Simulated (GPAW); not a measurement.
Here is a GPAW 26.7.0 calculation.

run.py

```python
import numpy as np
from ase.dft.bandgap import bandgap
from ase.io import read, write
from gpaw import GPAW, PW
from gpaw.response.df import DielectricFunction

atoms = read('BaTiO3.xyz')

calc = GPAW(mode=PW(650),
            xc='PBE',
            kpts={'size': (6, 6, 6), 'gamma': True},
            occupations={'name': 'fermi-dirac', 'width': 0.001},
            nbands=36,
            convergence={'density': 1e-06},
            maxiter=150,
            txt='gpaw.txt')
atoms.calc = calc
energy = atoms.get_potential_energy()
calc.write('gs.gpw')
write('result.traj', atoms)
print(f'Energy: {energy:.6f} eV')
print('Fermi level:', round(calc.get_fermi_level(), 4), 'eV')
print(f'Gap: {bandgap(calc)[0]:.4f} eV, direct: {bandgap(calc, direct=True)[0]:.4f} eV')

for size in [(7, 7, 7)]:
    name = 'x'.join(str(n) for n in size)
    dense = calc.fixed_density(kpts={'size': size, 'gamma': True},
                               nbands=66, convergence={'bands': 60, 'eigenstates': 1e-7},
                               update_fermi_level=True, txt=f'dense-{name}.txt')
    dense.write(f'{name}.gpw', mode='all')
    df = DielectricFunction(f'{name}.gpw', frequencies=np.array([0.0]), hilbert=False, eta=0.001,
                            ecut=80, nbands=60, intraband=False, txt=f'df-{name}.txt')
    for xc in ['RPA']:
        for direction in ['x', 'y', 'z', [0, 1, 1], [1, 0, 1], [1, 1, 0]]:
            e0, e = df.get_macroscopic_dielectric_constant(xc=xc, direction=direction)
            print(f'{name} {xc} {direction}: {e0:.4f} without, {e:.4f} with local fields')
```

The input BaTiO3.xyz:

```xyz
5
Lattice="3.9998000000 0.0000000000 0.0000000000 0.0000000000 3.9998000000 0.0000000000 0.0000000000 0.0000000000 4.0782700000" Properties=species:S:1:pos:R:3 pbc="T T T"
Ba     0.0000000000      0.0000000000      0.0000000000
Ti     1.9999000000      1.9999000000      1.9983523000
O      0.0000000000      1.9999000000      2.1084655900
O      1.9999000000      0.0000000000      2.1084655900
O      1.9999000000      1.9999000000      0.0774871300
```

Potentials or basis: GPAW PAW data sets (gpaw-data 1.2.1), pw.

Command:

```sh
$ OMP_NUM_THREADS=1 python run.py
```

Q: Predict the electronic dielectric tensor (diagonal).

A: 5.97, 5.97, 5.57.

Q: Predict the band gap on the k mesh.

A: 1.78 eV, indirect (least direct gap 2.09 eV).

Electronic dielectric tensor:
```
5.97 0.00 0.00
0.00 5.97 0.00
0.00 0.00 5.57
```

Caveat: the long-wavelength limit can be off by several per cent where d states take part; spin-orbit coupling is left out, which moves the levels of the heavy elements; an odd mesh through Γ misses points on the zone boundary, where band edges often lie.
